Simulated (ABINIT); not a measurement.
# Si2Mo (I4/mmm) in ABINIT: further runs

Aim: see how the results for Si2Mo move with the level of theory and the settings. Levels: revPBE, LDA. Tasks: single point.

Program: ABINIT 10.8.3 (patched build). These are calculated values, not measurements. Logs are shortened: lines on timing, memory, paths and dates and some standing lists are left out, and cuts for length are marked. The log counts tension as positive stress, the text compression.

## Step 1: The structure

The structure is tetragonal, space group I4/mmm (No. 139). The conventional cell has a = 3.200 Å, b = 3.200 Å, c = 7.861 Å, α = 90.00°, β = 90.00°, γ = 90.00°. Mo (site symmetry 4/mmm) is surrounded by 10 Si at 2.62 Å. Around Si (site symmetry 4mm) lie 5 Si at 2.61 to 2.63 Å and 5 Mo at 2.62 Å.

## Step 2: Single point, revPBE (cell strained at random)

run.abi

```
# Pseudopotentials
pp_dirpath "./"
pseudos "42_Mo_14_2.0_2.6_pbe_n_v1.0.psp8, 14_Si_4_1.9_1.9_pbe_n_v1.0.psp8"

# Structure
acell 3*1.0 Angstrom
rprim
    -1.5997550000     1.5425650000     3.9821860000
     1.6086140000    -1.6015040000     4.0097850000
     1.5974620000     1.5992110000    -4.0061780000
ntypat 2
znucl 42 14
natom 3
typat 1 2 2
xred
     0.0000000000     0.0000000000     0.0000000000
     0.6670000000     0.6670000000     0.0000000000
     0.3330000000     0.3330000000     0.0000000000
chkprim 0
chksymtnons 0
tolsym 1.0e-6

# Plane-wave basis
ecut 22.0

# k points
kptopt 1
ngkpt 9 9 9
nshiftk 1
shiftk 0.0 0.0 0.0

# Exchange and correlation
ixc 14

# Bands and occupations
nband 15
occopt 3
tsmear 0.05 eV

# SCF cycle
nstep 100
tolvrs 1.0e-10

# Output
iomode 3
prtwf 0
prteig 0
prtebands 0
enunit 1
prtden 1
prtvha 1
prtvclmb 1
prtpot 1
prtelf 1
```

Potentials or basis: SPMS NC PBE v1.0.

The run is started by

```bash
$ abinit run.abi > log 2>&1
```

run.abo:

```text
.Version 10.8.3 of ABINIT
 Symmetries : space group P-1 (#  2); Bravais aP (primitive triclinic)
================================================================================
 Values of the parameters that define the memory need of the present run
     intxc =       0    ionmov =       0      iscf =       7    lmnmax =       6
     lnmax =       6     mgfft =      40  mpssoang =       3    mqgrid =    3001
     natom =       3  nloc_mem =       1    nspden =       1   nspinor =       1
    nsppol =       1      nsym =       2    n1xccc =    2501    ntypat =       2
    occopt =       3   xclevel =       2
       mpw =        1357          nfft =       64000          nkpt =         365
================================================================================
================================================================================

--------------------------------------------------------------------------------
------------- Echo of variables that govern the present computation ------------
--------------------------------------------------------------------------------
 -outvars: echo values of preprocessed input variables --------
            acell      1.8897261259E+00  1.8897261259E+00  1.8897261259E+00 Bohr
              amu      9.59400000E+01  2.80855000E+01
          chkprim           0
      chksymtnons           0
             ecut      2.20000000E+01 Hartree
           enunit           1
                       outvar_i_n : Printing only first  50 k-points.
              ixc          14
                       outvar_i_n : Printing only first  50 k-points.
         kptrlatt        9    0    0      0    9    0      0    0    9
          kptrlen      5.34354379E+01
            natom           3
            nband          15
            ngfft          40      40      40
             nkpt         365
            nstep         100
             nsym           2
           ntypat           2
                       prtocc : prtvol=0, do not print more k-points.
           occopt           3
        prtebands           0
           prteig           0
           prtelf           1
           prtpot           1
         prtvclmb           1
           prtvha           1
            prtwf           0
            rprim     -1.5997550000E+00  1.5425650000E+00  3.9821860000E+00
                       1.6086140000E+00 -1.6015040000E+00  4.0097850000E+00
                       1.5974620000E+00  1.5992110000E+00 -4.0061780000E+00
          spgroup           2
           tolsym      1.00000000E-06
           tolvrs      1.00000000E-10
           tsmear      1.83746611E-03 Hartree
            typat      1  2  2
                       outvars : Printing only first  50 k-points.
           xangst      0.0000000000E+00  0.0000000000E+00  0.0000000000E+00
                       5.9089530000E-03 -3.9312313000E-02  5.3306446570E+00
                       2.9500470000E-03 -1.9626687000E-02  2.6613263430E+00
            xcart      0.0000000000E+00  0.0000000000E+00  0.0000000000E+00
                       1.1166302861E-02 -7.4289504946E-02  1.0073458476E+01
                       5.5747808886E-03 -3.7089063189E-02  5.0291779199E+00
             xred      0.0000000000E+00  0.0000000000E+00  0.0000000000E+00
                       6.6700000000E-01  6.6700000000E-01 -1.0464122599E-17
                       3.3300000000E-01  3.3300000000E-01 -1.1022105944E-17
            znucl       42.00000   14.00000

================================================================================

 chkinp: Checking input parameters for consistency.

================================================================================
== DATASET  1 ==================================================================

--- !DatasetInfo
iteration_state: {dtset: 1, }
dimensions: {natom: 3, nkpt: 365, mband: 15, nsppol: 1, nspinor: 1, nspden: 1, mpw: 1357, }
cutoff_energies: {ecut:  22.0, pawecutdg:  -1.0, }
electrons: {nelect:   2.20000000E+01, charge:   0.00000000E+00, occopt:   3.00000000E+00, tsmear:   1.83746611E-03, }
meta: {optdriver: 0, ionmov: 0, optcell: 0, iscf: 7, paral_kgb: 0, }
...

 Exchange-correlation functional for the present dataset will be:
  GGA: revPBE functional - ixc=14
  Zhang and Yang, PRL 80, 890 (1998)

 Real(R)+Recip(G) space primitive vectors, cartesian coordinates (Bohr,Bohr^-1):
 R(1)= -3.0230988  2.9150254  7.5252409  G(1)=  0.0000449  0.1689477  0.0674595
 R(2)=  3.0398399 -3.0264039  7.5773955  G(2)=  0.1649806  0.0006247  0.0660353
 R(3)=  3.0187657  3.0220708 -7.5705792  G(3)=  0.1651738  0.1685612  0.0010600
 Unit cell volume ucvol=  2.7160910E+02 bohr^3
 Angles (23,13,12)=  1.39245529E+02  1.39884449E+02  5.86761510E+01 degrees

 getcut: wavevector=  0.0000  0.0000  0.0000  ngfft=  40  40  40
         ecut(hartree)=     22.000   => boxcut(ratio)=   2.17604

--- Pseudopotential description ------------------------------------------------
- pspini: atom type   1  psp file is ./42_Mo_14_2.0_2.6_pbe_n_v1.0.psp8
    8   11    2    4       600   0.00000      pspcod,pspxc,lmax,lloc,mmax,r2well
    5.99000000000000    3.00000000000000    0.00000000000000   rchrg,fchrg,qchrg
     nproj     2     2     2
     extension_switch     1

- pspini: atom type   2  psp file is ./14_Si_4_1.9_1.9_pbe_n_v1.0.psp8
    8   11    2    4       600   0.00000      pspcod,pspxc,lmax,lloc,mmax,r2well
    5.99000000000000    4.00000000000000    0.00000000000000   rchrg,fchrg,qchrg
     nproj     2     2     2
     extension_switch     1

   7.36486458E+02                                ecore*ucvol(ha*bohr**3)
--------------------------------------------------------------------------------

================================================================================

--- !BeginCycle
iteration_state: {dtset: 1, }
solver: {iscf: 7, nstep: 100, nline: 4, wfoptalg: 0, }
tolerances: {tolvrs: 1.00E-10, }
...

     iter   Etot(hartree)      deltaE(h)  residm     vres2
 ETOT  1  -78.446846751366    -7.845E+01 6.222E-02 5.964E+02
 ETOT  2  -78.272102443721     1.747E-01 4.513E-02 2.047E+03
 ETOT  3  -78.578834963738    -3.067E-01 1.514E-02 3.818E+00
 ETOT  4  -78.579663561447    -8.286E-04 2.377E-02 1.948E-01
 ETOT  5  -78.579694228864    -3.067E-05 1.874E-03 1.355E-02
 ETOT  6  -78.579696278531    -2.050E-06 2.078E-03 1.316E-05
 ETOT  7  -78.579696281332    -2.801E-09 1.033E-03 2.092E-06
 ETOT  8  -78.579696281668    -3.360E-10 8.967E-04 1.128E-07
 ETOT  9  -78.579696281685    -1.718E-11 6.849E-04 4.104E-10
 ETOT 10  -78.579696281684     5.684E-13 1.271E-03 4.083E-12

 At SCF step   10       vres2   =  4.08E-12 < tolvrs=  1.00E-10 =>converged.

 Compute ELF
--------------------------------------------------------------------------------

 Compute kinetic energy density

 Compute gradient of the electron density
 Electron Localization Function (ELF) [min:0;max:1]
)     Maximum=    8.1874E-01  at reduced coord.    0.0750    0.8500    0.0000
)     Minimum=    8.5332E-06  at reduced coord.    0.6750    0.6750    0.0250
   Integrated=    1.2302E+02

--------------------------------------------------------------------------------
 End of ELF section

 Cartesian components of stress tensor (hartree/bohr^3)
  sigma(1 1)= -1.28160193E-04  sigma(3 2)= -1.03960975E-04
  sigma(2 2)= -3.21046199E-04  sigma(3 1)=  1.51933424E-05
  sigma(3 3)=  1.37734363E-04  sigma(2 1)= -9.01241671E-06

--- !ResultsGS
iteration_state: {dtset: 1, }
comment   : Summary of ground state results
lattice_vectors:
- [ -3.0230988,   2.9150254,   7.5252409, ]
- [  3.0398399,  -3.0264039,   7.5773955, ]
- [  3.0187657,   3.0220708,  -7.5705792, ]
lattice_lengths: [   8.61776,    8.70728,    8.69250, ]
lattice_angles: [139.246, 139.884,  58.676, ] # degrees, (23, 13, 12)
lattice_volume:   2.7160910E+02
convergence: {deltae:  5.684E-13, res2:  4.083E-12, residm:  1.271E-03, diffor: null, }
etotal    :  -7.85796963E+01
entropy   :   0.00000000E+00
fermie    :   4.70962045E-01
cartesian_stress_tensor: # hartree/bohr^3
- [ -1.28160193E-04,  -9.01241671E-06,   1.51933424E-05, ]
- [ -9.01241671E-06,  -3.21046199E-04,  -1.03960975E-04, ]
- [  1.51933424E-05,  -1.03960975E-04,   1.37734363E-04, ]
pressure_GPa:   3.0546E+00
xred      :
- [  0.0000E+00,   0.0000E+00,   0.0000E+00, Mo]
- [  6.6700E-01,   6.6700E-01,  -1.0464E-17, Si]
- [  3.3300E-01,   3.3300E-01,  -1.1022E-17, Si]
cartesian_forces: # hartree/bohr
- [ -0.00000000E+00,  -0.00000000E+00,  -0.00000000E+00, ]
- [ -4.57553329E-05,   3.47391399E-04,  -5.22796243E-03, ]
- [  4.57553329E-05,  -3.47391399E-04,   5.22796243E-03, ]
force_length_stats: {min:   0.00000000E+00, max:   5.23969136E-03, mean:   3.49312757E-03, }
...

 Integrated electronic density in atomic spheres:
 ------------------------------------------------
 Atom  Sphere_radius  Integrated_density
    1        2.00000         10.61858475
    2        2.00000          1.77526220
    3        2.00000          1.77526220
================================================================================

 ----iterations are completed or convergence reached----

 Mean square residual over all n,k,spin=   86.082E-08; max=  12.706E-04
 reduced coordinates (array xred) for    3 atoms
       0.000000000000      0.000000000000      0.000000000000
       0.667000000000      0.667000000000     -0.000000000000
       0.333000000000      0.333000000000     -0.000000000000
 rms dE/dt=  3.2534E-02; max dE/dt=  4.0805E-02; dE/dt below (all hartree)
    1       0.000000000000      0.000000000000      0.000000000000
    2       0.038190699189      0.040804774450     -0.040490420581
    3      -0.038190699189     -0.040804774450      0.040490420581

 cartesian coordinates (angstrom) at end:
    1      0.00000000000000     0.00000000000000     0.00000000000000
    2      0.00590895300000    -0.03931231300000     5.33064465700000
    3      0.00295004700000    -0.01962668700000     2.66132634300000

 cartesian forces (hartree/bohr) at end:
    1     -0.00000000000000    -0.00000000000000    -0.00000000000000
    2     -0.00004575533288     0.00034739139892    -0.00522796243105
    3      0.00004575533288    -0.00034739139892     0.00522796243105
 frms,max,avg= 2.4700142E-03 5.2279624E-03   0.000E+00  0.000E+00  0.000E+00 h/b

 cartesian forces (eV/Angstrom) at end:
    1     -0.00000000000000    -0.00000000000000    -0.00000000000000
    2     -0.00235283381650     0.01786358396796    -0.26883263707553
    3      0.00235283381650    -0.01786358396796     0.26883263707553
 frms,max,avg= 1.2701324E-01 2.6883264E-01   0.000E+00  0.000E+00  0.000E+00 e/A
 length scales=  1.889726125908  1.889726125908  1.889726125908 bohr
              =  1.000000000000  1.000000000000  1.000000000000 angstroms
 Fermi (or HOMO) energy (eV) =  12.81553   Average Vxc (eV)= -12.36063
 Eigenvalues (   eV  ) for nkpt= 365  k points:
 kpt#   1, nband= 15, wtk=  0.00137, kpt=  0.0000  0.0000  0.0000 (reduced coord)
 -47.94450  -22.13437  -22.03000  -21.96767   -0.69974    6.41290    8.99889    9.74551
  10.05405   10.45412   13.33917   15.73200   16.17624   16.41773   16.70008
 prteigrs : prtvol=0 or 1, do not print more k-points.

--- !EnergyTerms
iteration_state     : {dtset: 1, }
comment             : Components of total free energy in Hartree
kinetic             :  2.45583106909259E+01
hartree             :  1.49860325768089E+01
xc                  : -1.34484525510403E+01
Ewald energy        : -6.26750022189664E+01
psp_core            :  2.71156769352568E+00
local_psp           : -5.70850372499638E+01
non_local_psp       :  1.23730189481018E+01
internal            : -7.85795621106082E+01
'-kT*entropy'       : -1.34171076314530E-04
total_energy        : -7.85796962816845E+01
total_energy_eV     : -2.13826246661279E+03
band_energy         : -4.29642405338865E+00
...

 Cartesian components of stress tensor (hartree/bohr^3)
  sigma(1 1)= -1.28160193E-04  sigma(3 2)= -1.03960975E-04
  sigma(2 2)= -3.21046199E-04  sigma(3 1)=  1.51933424E-05
  sigma(3 3)=  1.37734363E-04  sigma(2 1)= -9.01241671E-06

-Cartesian components of stress tensor (GPa)         [Pressure=  3.0546E+00 GPa]
- sigma(1 1)= -3.77060307E+00  sigma(3 2)= -3.05863747E+00
- sigma(2 2)= -9.44550528E+00  sigma(3 1)=  4.47003567E-01
- sigma(3 3)=  4.05228486E+00  sigma(2 1)= -2.65154454E-01

== END DATASET(S) ==============================================================
================================================================================

 -outvars: echo values of variables after computation  --------
            acell      1.8897261259E+00  1.8897261259E+00  1.8897261259E+00 Bohr
           etotal     -7.8579696282E+01
            fcart     -0.0000000000E+00 -0.0000000000E+00 -0.0000000000E+00
                      -4.5755332883E-05  3.4739139892E-04 -5.2279624311E-03
                       4.5755332883E-05 -3.4739139892E-04  5.2279624311E-03
            rprim     -1.5997550000E+00  1.5425650000E+00  3.9821860000E+00
                       1.6086140000E+00 -1.6015040000E+00  4.0097850000E+00
                       1.5974620000E+00  1.5992110000E+00 -4.0061780000E+00
           strten     -1.2816019334E-04 -3.2104619902E-04  1.3773436293E-04
                      -1.0396097470E-04  1.5193342420E-05 -9.0124167054E-06
           xangst      0.0000000000E+00  0.0000000000E+00  0.0000000000E+00
                       5.9089530000E-03 -3.9312313000E-02  5.3306446570E+00
                       2.9500470000E-03 -1.9626687000E-02  2.6613263430E+00
             xred      0.0000000000E+00  0.0000000000E+00  0.0000000000E+00
                       6.6700000000E-01  6.6700000000E-01 -1.0464122599E-17
                       3.3300000000E-01  3.3300000000E-01 -1.1022105944E-17
 Calculation completed.
```

It took 6.4 min on 1 thread of Arm Neoverse V1, shared host; peak memory 0.18 GiB.

What came out:

```
Free energy                                           : -2138.2625 eV
Pressure                                              : 3.1 GPa
Largest force                                         : 0.269 eV/Å
Band gap on the k mesh                                : none (metal or under the smearing width)
Valence electrons inside the program's atomic spheres : Mo 10.62; Si 1.78
```

Forces on the atoms (eV/Å):
```
Mo   0.000  0.000  0.000
Si  -0.002  0.018 -0.269
Si   0.002 -0.018  0.269
```

Stress tensor (GPa, compression positive):
```
 3.77  0.27 -0.45
 0.27  9.45  3.06
-0.45  3.06 -4.05
```

Caveat: the potentials were made for another functional, which shifts forces and pressure.

## Step 3: Single point, LDA

run.abi

```
pp_dirpath "./"
pseudos "Mo.upf, Si.upf"

acell 3*1.0
rprim
    -3.0235617994     3.0235617994     7.4275685328
     3.0235617994    -3.0235617994     7.4275685328
     3.0235617994     3.0235617994    -7.4275685328
ntypat 2
znucl 42 14
natom 3
typat 1 2 2
xred
     0.0000000000     0.0000000000     0.0000000000
     0.6670000000     0.6670000000     0.0000000000
     0.3330000000     0.3330000000     0.0000000000

ecut 35.0

kptopt 1
ngkpt 9 9 9
nshiftk 1
shiftk 0.0 0.0 0.0

ixc 7

nband 15
occopt 3
tsmear 0.05 eV

nstep 100
tolvrs 1.0e-10

iomode 3
prtwf 0
prtden 0
prteig 0
prtebands 0
enunit 2
```

Potentials or basis: PseudoDojo NC SR LDA v0.4.1 standard.

The run is started by

```bash
$ abinit run.abi > log 2>&1
```

run.abo:

```text
.Version 10.8.3 of ABINIT
 Symmetries : space group I4/m m m (#139); Bravais tI (body-center tetrag.)
================================================================================
 Values of the parameters that define the memory need of the present run
     intxc =       0    ionmov =       0      iscf =       7    lmnmax =       6
     lnmax =       6     mgfft =      48  mpssoang =       3    mqgrid =    3001
     natom =       3  nloc_mem =       1    nspden =       1   nspinor =       1
    nsppol =       1      nsym =      16    n1xccc =    2501    ntypat =       2
    occopt =       3   xclevel =       1
       mpw =        2711          nfft =      110592          nkpt =          75
================================================================================
================================================================================

--------------------------------------------------------------------------------
------------- Echo of variables that govern the present computation ------------
--------------------------------------------------------------------------------
 -outvars: echo values of preprocessed input variables --------
            acell      1.0000000000E+00  1.0000000000E+00  1.0000000000E+00 Bohr
              amu      9.59400000E+01  2.80855000E+01
             ecut      3.50000000E+01 Hartree
           enunit           2
                       outvar_i_n : Printing only first  50 k-points.
              ixc           7
                       outvar_i_n : Printing only first  50 k-points.
[... 193 lines left out ...]
Ewald energy        : -6.27502804585548E+01
psp_core            :  2.36622333921310E+00
local_psp           : -5.55562567137573E+01
non_local_psp       :  9.81693002666541E+00
internal            : -7.89590889663085E+01
'-kT*entropy'       : -1.12899705236894E-04
total_energy        : -7.89592018660138E+01
total_energy_eV     : -2.14858933965048E+03
band_energy         : -4.16548280643096E+00
...

 Cartesian components of stress tensor (hartree/bohr^3)
  sigma(1 1)=  1.99095012E-04  sigma(3 2)=  0.00000000E+00
  sigma(2 2)=  1.99095012E-04  sigma(3 1)=  0.00000000E+00
  sigma(3 3)=  2.76930034E-04  sigma(2 1)=  0.00000000E+00

-Cartesian components of stress tensor (GPa)         [Pressure= -6.6209E+00 GPa]
- sigma(1 1)=  5.85757749E+00  sigma(3 2)=  0.00000000E+00
- sigma(2 2)=  5.85757749E+00  sigma(3 1)=  0.00000000E+00
- sigma(3 3)=  8.14756289E+00  sigma(2 1)=  0.00000000E+00

== END DATASET(S) ==============================================================
================================================================================

 -outvars: echo values of variables after computation  --------
            acell      1.0000000000E+00  1.0000000000E+00  1.0000000000E+00 Bohr
           etotal     -7.8959201866E+01
            fcart     -5.7824115866E-19 -0.0000000000E+00 -0.0000000000E+00
                       2.9235169505E-19  8.7059285371E-19 -7.7585197056E-03
                       2.8588946360E-19 -8.7059285371E-19  7.7585197056E-03
            rprim     -3.0235617994E+00  3.0235617994E+00  7.4275685328E+00
                       3.0235617994E+00 -3.0235617994E+00  7.4275685328E+00
                       3.0235617994E+00  3.0235617994E+00 -7.4275685328E+00
           strten      1.9909501205E-04  1.9909501205E-04  2.7693003396E-04
                       0.0000000000E+00  0.0000000000E+00  0.0000000000E+00
           xangst      0.0000000000E+00  0.0000000000E+00  0.0000000000E+00
                       1.3376319501E-16 -9.8898455640E-17  5.2432869964E+00
                       3.8556339167E-17 -2.1150104970E-17  2.6177129982E+00
             xred      0.0000000000E+00  0.0000000000E+00  0.0000000000E+00
                       6.6700000000E-01  6.6700000000E-01  1.0895231060E-17
                       3.3300000000E-01  3.3300000000E-01  5.4394481902E-18
 Calculation completed.
```

Run time: 2.5 min. Hardware: 1 thread of Arm Neoverse V1, shared host; peak memory 0.12 GiB.

Results:

```yaml
Free_energy: -2148.5893 eV
Pressure: -6.6 GPa
Largest_force: 0.399 eV/Å
Band_gap_on_the_k_mesh: none (metal or under the smearing width)
Valence_electrons_inside_the_program's_atomic_spheres: Mo 10.61; Si 1.79
```

Forces in eV/Å, atoms in the order of the input:
```
Mo   0.000  0.000  0.000
Si   0.000  0.000 -0.399
Si   0.000  0.000  0.399
```

Stress tensor (GPa, compression positive):
```
-5.86  0.00  0.00
 0.00 -5.86  0.00
 0.00  0.00 -8.15
```

Levels at points of the mesh, in eV from the Fermi level:
```
           k point  band 7  band 8  band 9  band 10  band 11  band 12  band 13  band 14  band 15
(0.00, 0.00, 0.00)   -3.41   -2.98   -2.59    -2.59     0.49     3.08     3.27     3.70     4.08
```
